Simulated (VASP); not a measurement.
# XPS shifts in CuC7, part 2 of 3

Wanted: the chemical shifts that photoemission would resolve in CuC7.

VASP 6.6.1, plane waves and PAW; the level of theory is named at each step.

So far. Step 2 (Relaxation): At PBE, with these data sets, the largest force is down to 0.046 eV/Å.

### 3. Initial state

This step: PBE, zero-moment start; plane waves and PAW (Cu, C) (VASP 6.6.1).

The cell without a hole gives, with ICORELEVEL = 1, the Kohn-Sham core levels of the initial state.

Contents of INCAR:

```
SYSTEM = CuC7
PREC = Normal
ENCUT = 400
EDIFF = 1E-05
NELM = 120
ISMEAR = 0
SIGMA = 0.1
LREAL = Auto
ALGO = Fast
GGA = PE
NBANDS = 31
ISPIN = 2
MAGMOM = 0 0 0 0 0 0 0 0
LASPH = .TRUE.
LMAXMIX = 4
LORBIT = 11
LWAVE = .FALSE.
LCHARG = .FALSE.
KPAR = 2
NCORE = 2
ICORELEVEL = 1
ISIF = 0
LVHAR = .TRUE.
```

Contents of POSCAR:

```
CuC7
1.0
    4.9340000000      0.0000000000      0.0000000000
   -2.4670000000      4.2729693423      0.0000000000
    0.0000000000      0.0000000000     14.6316949909
Cu C
1 7
Direct
    0.8317882686      0.6646453869      0.5572982531
    0.6546023773      0.8424431125      0.4805790685
    0.3295314408      0.1673812621      0.4711672438
    0.1649037598      0.3320532595      0.4679052048
    0.3294890892      0.6612145920      0.4715279572
    0.6545442571      0.3113818397      0.4798961594
    0.1856655639      0.8425046910      0.4800971463
    0.8354654353      0.1672915222      0.4714028707
```

Contents of KPOINTS:

```
Automatic mesh
0
Gamma
5 5 1
0 0 0
```

The projector-augmented-wave data sets are Cu and C (PBE family, release 64).

Command:

```sh
$ mpirun -np 4 vasp_std
```

The program printed:

```text
[banner, memory and clock lines left out]
running    4 mpi-ranks, on    1 nodes
 distrk:  each k-point on    2 cores,    2 groups
 distr:  one band on    2 cores,    1 groups

 POSCAR found type information on POSCAR CuC
 POSCAR found :  2 types and       8 ions
 [... a notice as in an earlier step ...]

 LDA part: xc-table for (Slater+PW92), standard interpolation
 POSCAR, INCAR and KPOINTS ok, starting setup
 FFT: planning ... GRIDC
 FFT: planning ... GRID_SOFT
 FFT: planning ... GRID
 WAVECAR not read
 entering main loop
       N       E                     dE             d eps       ncg     rms          rms(c)
DAV:   1     0.313119507311E+03    0.31312E+03   -0.12859E+04  1620   0.816E+02
DAV:   2    -0.202847247781E+02   -0.33340E+03   -0.30226E+03  2194   0.240E+02
DAV:   3    -0.719283551804E+02   -0.51644E+02   -0.50044E+02  2136   0.104E+02
DAV:   4    -0.752354580673E+02   -0.33071E+01   -0.32823E+01  2339   0.355E+01
DAV:   5    -0.753250780077E+02   -0.89620E-01   -0.89377E-01  2077   0.450E+00    0.364E+01
RMM:   6    -0.100803054189E+03   -0.25478E+02   -0.26019E+02  2429   0.146E+02    0.302E+01
RMM:   7    -0.674180006906E+02    0.33385E+02   -0.80505E+01  1989   0.738E+01    0.156E+01
RMM:   8    -0.647300738424E+02    0.26879E+01   -0.53432E+01  2044   0.558E+01    0.274E+01
RMM:   9    -0.619481202608E+02    0.27820E+01   -0.88386E+00  2029   0.294E+01    0.571E+00
RMM:  10    -0.620439674955E+02   -0.95847E-01   -0.18983E+00  2287   0.638E+00    0.572E+00
RMM:  11    -0.618494625393E+02    0.19450E+00   -0.29443E-01  2349   0.338E+00    0.495E+00
RMM:  12    -0.614387846178E+02    0.41068E+00   -0.36005E-01  2223   0.525E+00    0.270E+00
RMM:  13    -0.613954202946E+02    0.43364E-01   -0.11958E-01  2290   0.126E+00    0.216E+00
RMM:  14    -0.613145617128E+02    0.80859E-01   -0.15412E-01  2434   0.240E+00    0.673E-01
RMM:  15    -0.613132825384E+02    0.12792E-02   -0.94413E-02  2423   0.206E+00    0.600E-01
RMM:  16    -0.613140774182E+02   -0.79488E-03   -0.12172E-02  2485   0.443E-01    0.558E-01
RMM:  17    -0.613101312833E+02    0.39461E-02   -0.31078E-03  2150   0.495E-01    0.260E-01
RMM:  18    -0.613097454107E+02    0.38587E-03   -0.20015E-03  2204   0.221E-01    0.122E-01
RMM:  19    -0.613100050582E+02   -0.25965E-03   -0.75298E-04  2075   0.108E-01    0.807E-02
RMM:  20    -0.613103829568E+02   -0.37790E-03   -0.62897E-04  2101   0.177E-01    0.373E-02
RMM:  21    -0.613107432684E+02   -0.36031E-03   -0.25797E-04  1939   0.593E-02    0.576E-02
RMM:  22    -0.613107732766E+02   -0.30008E-04   -0.83121E-05  1879   0.787E-02    0.134E-02
RMM:  23    -0.613108757663E+02   -0.10249E-03   -0.26283E-05  1798   0.209E-02    0.102E-02
RMM:  24    -0.613109055912E+02   -0.29825E-04   -0.49024E-06  1579   0.115E-02    0.105E-02
RMM:  25    -0.613109163953E+02   -0.10804E-04   -0.83872E-06  1547   0.221E-02    0.453E-03
RMM:  26    -0.613109214967E+02   -0.51014E-05   -0.32987E-06  1412   0.880E-03
   1 F= -.61310921E+02 E0= -.61308293E+02  d E =-.525671E-02  mag=    -0.0000
```

Run time: 32 s. Hardware: 4 MPI ranks of Intel Xeon 6975P-C (Granite Rapids), shared host; peak memory 0.87 GiB.

Parts of OUTCAR (step 3):

```text
The static configuration has the point symmetry C_1 .

 Found     13 irreducible k-points:

   k-points           NKPTS =     13   k-points in BZ     NKDIM =     13   number of bands    NBANDS=     31

   NELECT =      39.0000    total number of electrons

 the core state eigenenergies are
   1-  1s  -8851.4391  2s  -1063.8323  2p   -918.2863  3s   -115.4396  3p    -72.8077

   2-  1s   -267.9626
   3-  1s   -267.9766
   4-  1s   -267.2366
   5-  1s   -267.9804
   6-  1s   -267.9576
   7-  1s   -267.9606
   8-  1s   -267.9777

 E-fermi :  -1.6456

 spin component 1
 k-point     1 :       0.0000    0.0000    0.0000
  band No.  band energies     occupation
    ...
     15      -5.2979      1.00000
     16      -5.2673      1.00000
     17      -3.6439      1.00000
     18      -3.6409      1.00000
     19      -2.6331      1.00000
     20      -0.9165      0.00000
     21      -0.5645      0.00000
     22      -0.5435      0.00000
     23       0.4815      0.00000
     24       0.5022      0.00000
    ...

 k-point     2 :       0.2000    0.0000    0.0000
  band No.  band energies     occupation
    ...
     15      -5.3144      1.00000
     16      -5.2704      1.00000
     17      -4.4168      1.00000
     18      -3.8754      1.00000
     19      -2.6366      1.00000
     20      -0.8095      0.00000
     21      -0.4458      0.00000
     22      -0.4000      0.00000
     23       0.5570      0.00000
     24       0.8747      0.00000
    ...

 k-point     3 :       0.0000    0.2000    0.0000
  band No.  band energies     occupation
    ...
     15      -5.3137      1.00000
     16      -5.2713      1.00000
     17      -4.4156      1.00000
     18      -3.8786      1.00000
     19      -2.6358      1.00000
     20      -0.8107      0.00000
     21      -0.4453      0.00000
     22      -0.4011      0.00000
     23       0.5646      0.00000
     24       0.8698      0.00000
    ...

 k-point     4 :      -0.2000    0.2000    0.0000
  band No.  band energies     occupation
    ...
     15      -5.3134      1.00000
     16      -5.2709      1.00000
     17      -4.4187      1.00000
     18      -3.8725      1.00000
     19      -2.6405      1.00000
     20      -0.8110      0.00000
     21      -0.4467      0.00000
     22      -0.3877      0.00000
     23       0.5485      0.00000
     24       0.8797      0.00000
    ...

 POSITION                                       TOTAL-FORCE (eV/Angst)
 -----------------------------------------------------------------------------------
      2.46436      2.84001      8.15422        -0.009319      0.013356     -0.044272
      1.15150      3.59973      7.03169         0.011434     -0.039973      0.023430
      1.21298      0.71522      6.89398        -0.011432      0.010049      0.012055
     -0.00554      1.41885      6.84625        -0.016008     -0.024578     -0.041453
     -0.00552      2.82535      6.89925         0.011997      0.033020     -0.012672
      2.46134      1.33053      7.02169        -0.003593      0.030123      0.035432
     -1.16239      3.60000      7.02464        -0.019104     -0.035830      0.032674
      3.70948      0.71483      6.89742         0.036024      0.013832     -0.005195
 -----------------------------------------------------------------------------------
    total drift:                                0.002164     -0.000233     -0.011472

  FREE ENERGIE OF THE ION-ELECTRON SYSTEM (eV)
  ---------------------------------------------------
  free  energy   TOTEN  =       -61.3109214967 eV

  energy  without entropy=      -61.3056647850  energy(sigma->0) =      -61.30829314

 total charge
# of ion       s       p       d       tot
------------------------------------------
    1        0.539   0.440   9.195  10.175
    2        0.897   1.663   0.000   2.560
    3        0.879   1.797   0.000   2.677
    4        0.868   1.842   0.000   2.710
    5        0.879   1.796   0.000   2.676
    6        0.897   1.664   0.000   2.562
    7        0.897   1.664   0.000   2.561
    8        0.879   1.797   0.000   2.676
--------------------------------------------------
tot          6.737  12.664   9.195  28.596

 magnetization (x)
# of ion       s       p       d       tot
------------------------------------------
    1        0.000   0.000  -0.000  -0.000
    2       -0.000   0.000   0.000   0.000
    3        0.000   0.000   0.000   0.000
    4       -0.000  -0.000   0.000  -0.000
    5        0.000   0.000   0.000   0.000
    6        0.000   0.000   0.000   0.000
    7       -0.000   0.000   0.000   0.000
    8        0.000   0.000   0.000   0.000
--------------------------------------------------
tot          0.000   0.000  -0.000  -0.000

[... 5 parts as in an earlier step ...]

[... 10 further parts left out ...]
```

This run allows spin, but its moments start at zero, where symmetry between the spins tends to hold them. These are scalar-relativistic Kohn-Sham levels of the ground state, with no core hole, so they are not binding energies.

This step gave:

```
free energy (TOTEN)     : -61.3109 eV
energy at zero smearing : -61.3083 eV
Fermi energy            : -1.646 eV
```

The two shallowest core shells; atoms whose shallowest level rounds to another's at 0.01 eV are left out. Core levels, by row:

```
atom  shell  level below the Fermi level (eV)
 Cu1     3s                             113.8
 Cu1     3p                             71.16
  C2     1s                             266.3
  C3     1s                             266.3
  C4     1s                             265.6
  C6     1s                             266.3
```

### 4. Core hole, atom C4

This step: final-state core hole with the electron kept at the Fermi level, PBE, zero-moment start; plane waves and PAW (C, Cu, C) (VASP 6.6.1).

System of this step: CuC7. The cell holds 8 atoms: 7 C and 1 Cu. Its edges and angles: a = 4.934 Å, b = 4.934 Å, c = 14.632 Å, α = 90.0°, β = 90.0°, γ = 120.0°. It derives from C. In the sheet, Cu replaces an atom. Vacuum lies along c.

A core electron of C4 (1s) is moved to the Fermi level; this atom comes first in POSCAR as a species of its own.

Changes to INCAR since step 3:

```diff
@@ -15,3 +15,2 @@
 LMAXMIX = 4
-LORBIT = 11
 LWAVE = .FALSE.
@@ -20,4 +19,7 @@
 NCORE = 2
-ICORELEVEL = 1
+ICORELEVEL = 2
+CLNT = 1
+CLN = 1
+CLL = 0
+CLZ = 1
 ISIF = 0
-LVHAR = .TRUE.
```

Changes to POSCAR since step 3:

```diff
@@ -5,5 +5,6 @@
     0.0000000000      0.0000000000     14.6316949909
-Cu C
-1 7
+C Cu C
+1 1 6
 Direct
+    0.1649037598      0.3320532595      0.4679052048
     0.8317882686      0.6646453869      0.5572982531
@@ -11,3 +12,2 @@
     0.3295314408      0.1673812621      0.4711672438
-    0.1649037598      0.3320532595      0.4679052048
     0.3294890892      0.6612145920      0.4715279572
```

KPOINTS is that of step 3.

PAW data sets: C, Cu and C (PBE family, release 64).

Command:

```sh
$ mpirun -np 4 vasp_std
```

The program printed:

```text
[banner, memory and clock lines left out]
running    4 mpi-ranks, on    1 nodes
 distrk:  each k-point on    2 cores,    2 groups
 distr:  one band on    2 cores,    1 groups

 POSCAR found type information on POSCAR C CuC
 POSCAR found :  3 types and       8 ions
 [... a notice as in an earlier step ...]

 LDA part: xc-table for (Slater+PW92), standard interpolation
 POSCAR, INCAR and KPOINTS ok, starting setup
 FFT: planning ... GRIDC
 FFT: planning ... GRID_SOFT
 FFT: planning ... GRID
 WAVECAR not read
 entering main loop
       N       E                     dE             d eps       ncg     rms          rms(c)
DAV:   1     0.291818727826E+03    0.29182E+03   -0.13649E+04  1620   0.853E+02
DAV:   2    -0.694535975254E+02   -0.36127E+03   -0.33212E+03  2145   0.256E+02
DAV:   3    -0.133256471227E+03   -0.63803E+02   -0.61918E+02  2161   0.119E+02
DAV:   4    -0.138467364417E+03   -0.52109E+01   -0.51344E+01  2453   0.453E+01
DAV:   5    -0.138584305207E+03   -0.11694E+00   -0.11558E+00  2233   0.534E+00    0.466E+01
RMM:   6    -0.156100528407E+03   -0.17516E+02   -0.28909E+02  2368   0.156E+02    0.306E+01
RMM:   7    -0.119356482767E+03    0.36744E+02   -0.96593E+01  2043   0.827E+01    0.145E+01
RMM:   8    -0.116250287531E+03    0.31062E+01   -0.50061E+01  2128   0.584E+01    0.165E+01
RMM:   9    -0.117021592001E+03   -0.77130E+00   -0.79067E+00  2142   0.310E+01    0.796E+00
RMM:  10    -0.115993295342E+03    0.10283E+01   -0.17870E+00  2205   0.883E+00    0.421E+00
RMM:  11    -0.115812391500E+03    0.18090E+00   -0.10029E+00  2413   0.423E+00    0.275E+00
RMM:  12    -0.115721100497E+03    0.91291E-01   -0.28204E-01  2460   0.322E+00    0.148E+00
RMM:  13    -0.115688779527E+03    0.32321E-01   -0.23385E-01  2446   0.255E+00    0.173E-01
RMM:  14    -0.115692506765E+03   -0.37272E-02   -0.37374E-02  2346   0.660E-01    0.192E-01
RMM:  15    -0.115692594097E+03   -0.87332E-04   -0.55411E-03  2323   0.505E-01    0.750E-02
RMM:  16    -0.115693225079E+03   -0.63098E-03   -0.43561E-03  2368   0.381E-01    0.213E-01
RMM:  17    -0.115692967323E+03    0.25776E-03   -0.98204E-04  2072   0.291E-01    0.105E-01
RMM:  18    -0.115693634498E+03   -0.66718E-03   -0.16438E-03  2221   0.272E-01    0.712E-02
RMM:  19    -0.115693830750E+03   -0.19625E-03   -0.52339E-04  2023   0.102E-01    0.612E-02
RMM:  20    -0.115694174849E+03   -0.34410E-03   -0.96533E-05  1900   0.451E-02    0.445E-02
RMM:  21    -0.115694512829E+03   -0.33798E-03   -0.21164E-04  1977   0.113E-01    0.195E-02
RMM:  22    -0.115694624670E+03   -0.11184E-03   -0.68436E-05  1818   0.321E-02    0.276E-02
RMM:  23    -0.115694662138E+03   -0.37468E-04   -0.43795E-05  1776   0.598E-02    0.428E-03
RMM:  24    -0.115694676390E+03   -0.14252E-04   -0.10207E-05  1525   0.128E-02    0.393E-03
RMM:  25    -0.115694680664E+03   -0.42746E-05   -0.19013E-06  1337   0.889E-03
   1 F= -.11569468E+03 E0= -.11568251E+03  d E =-.243486E-01  mag=    -0.0002
```

Run time: 37 s. Hardware: 4 MPI ranks; peak memory 0.86 GiB.

From OUTCAR (step 4):

```text
The static configuration has the point symmetry C_1 .

 Found     13 irreducible k-points:

   NELECT =      40.0000    total number of electrons

 the core state eigenenergies are
   1-  1s   -316.1071
   2-  1s  -8850.9259  2s  -1063.3247  2p   -917.7767  3s   -115.0013  3p    -72.3754

   3-  1s   -267.7144
   4-  1s   -268.9612
   5-  1s   -268.9644
   6-  1s   -267.7124
   7-  1s   -267.7152
   8-  1s   -268.9603

 E-fermi :  -0.8629

 spin component 1
 k-point     1 :       0.0000    0.0000    0.0000
  band No.  band energies     occupation
    ...
     16      -5.0132      1.00000
     17      -4.2205      1.00000
     18      -3.7278      1.00000
     19      -3.7250      1.00000
     20      -0.9827      0.95486
     21      -0.6578      0.00186
     22      -0.6416      0.00087
     23       0.5497      0.00000
     24       0.5687      0.00000
     25       1.9535      0.00000
    ...

 k-point     2 :       0.2000    0.0000    0.0000
  band No.  band energies     occupation
    ...
     15      -5.1212      1.00000
     16      -5.0163      1.00000
     17      -4.6117      1.00000
     18      -3.9565      1.00000
     19      -3.4043      1.00000
     20      -0.7879      0.14436
     21      -0.6184      0.00027
     22      -0.4236      0.00000
     23       0.4519      0.00000
     24       0.5384      0.00000
    ...

 k-point     3 :       0.0000    0.2000    0.0000
  band No.  band energies     occupation
    ...
     15      -5.1221      1.00000
     16      -5.0160      1.00000
     17      -4.6123      1.00000
     18      -3.9594      1.00000
     19      -3.4027      1.00000
     20      -0.7888      0.14718
     21      -0.6167      0.00025
     22      -0.4246      0.00000
     23       0.4469      0.00000
     24       0.5442      0.00000
    ...

 k-point     4 :      -0.2000    0.2000    0.0000
  band No.  band energies     occupation
    ...
     15      -5.1213      1.00000
     16      -5.0154      1.00000
     17      -4.6112      1.00000
     18      -3.9531      1.00000
     19      -3.4053      1.00000
     20      -0.7879      0.14419
     21      -0.6243      0.00037
     22      -0.4124      0.00000
     23       0.4606      0.00000
     24       0.5268      0.00000
    ...

 POSITION                                       TOTAL-FORCE (eV/Angst)
 -----------------------------------------------------------------------------------
     -0.00554      1.41885      6.84625        -0.012276     -0.021779      0.548566
      2.46436      2.84001      8.15422        -0.009399      0.013597      0.206846
      1.15150      3.59973      7.03169         0.534506     -0.344828     -0.494155
      1.21298      0.71522      6.89398         1.006397     -0.574063      0.273876
     -0.00552      2.82535      6.89925         0.009762      1.216317      0.244527
      2.46134      1.33053      7.02169         0.005219      0.636021     -0.518847
     -1.16239      3.60000      7.02464        -0.539101     -0.349314     -0.514002
      3.70948      0.71483      6.89742        -0.995110     -0.575951      0.253189
 -----------------------------------------------------------------------------------
    total drift:                                0.002886     -0.000521      0.016481

  FREE ENERGIE OF THE ION-ELECTRON SYSTEM (eV)
  ---------------------------------------------------
  free  energy   TOTEN  =      -115.6946806645 eV

  energy  without entropy=     -115.6703320426  energy(sigma->0) =     -115.68250635

[... 7 parts as in an earlier step ...]

[... 9 further parts left out ...]
```

Numbers from this step:

```
free energy (TOTEN)     : -115.6947 eV
energy at zero smearing : -115.6825 eV
Fermi energy            : -0.8629 eV
```

This is the reference for holes on C.

### 5. Core hole, atom C6

The same hole on the next atom.

INCAR is that of step 4.

Changes to POSCAR since step 4:

```diff
@@ -8,3 +8,3 @@
 Direct
-    0.1649037598      0.3320532595      0.4679052048
+    0.6545442571      0.3113818397      0.4798961594
     0.8317882686      0.6646453869      0.5572982531
@@ -12,4 +12,4 @@
     0.3295314408      0.1673812621      0.4711672438
+    0.1649037598      0.3320532595      0.4679052048
     0.3294890892      0.6612145920      0.4715279572
-    0.6545442571      0.3113818397      0.4798961594
     0.1856655639      0.8425046910      0.4800971463
```

KPOINTS is that of step 4.

Command:

```sh
$ mpirun -np 4 vasp_std
```

The program printed:

```text
[... set-up lines as in an earlier step ...]
 entering main loop
       N       E                     dE             d eps       ncg     rms          rms(c)
DAV:   1     0.291363576148E+03    0.29136E+03   -0.13640E+04  1620   0.853E+02
DAV:   2    -0.737501052895E+02   -0.36511E+03   -0.33322E+03  2185   0.255E+02
DAV:   3    -0.138824433960E+03   -0.65074E+02   -0.63817E+02  2209   0.119E+02
DAV:   4    -0.143364018734E+03   -0.45396E+01   -0.45048E+01  2351   0.421E+01
[...]
RMM:  28    -0.116267975309E+03   -0.57948E-04   -0.10590E-05  1643   0.176E-02    0.873E-03
RMM:  29    -0.116267986413E+03   -0.11104E-04   -0.45288E-06  1572   0.141E-02    0.504E-03
RMM:  30    -0.116267994536E+03   -0.81226E-05   -0.26415E-06  1418   0.827E-03
   1 F= -.11626799E+03 E0= -.11625606E+03  d E =-.238757E-01  mag=    -0.0001
```

Elapsed: 45 s, on 4 MPI ranks; peak memory 0.87 GiB; 2.4 min of CPU time.

(Continued in part 3 of 3.)

[Lines on the potential files, build, host, timing and source positions are cut from VASP's logs without a mark.]

[Logs are printed without paths, hosts, clocks, repeated set-up lines and the standing remarks that a program may print on its own settings, such as how far it seeks lower states.]

[Hosts, paths, dates, database ids (printed as entryN), source tags and the programs' standing remarks are cut or masked in the printed files.]
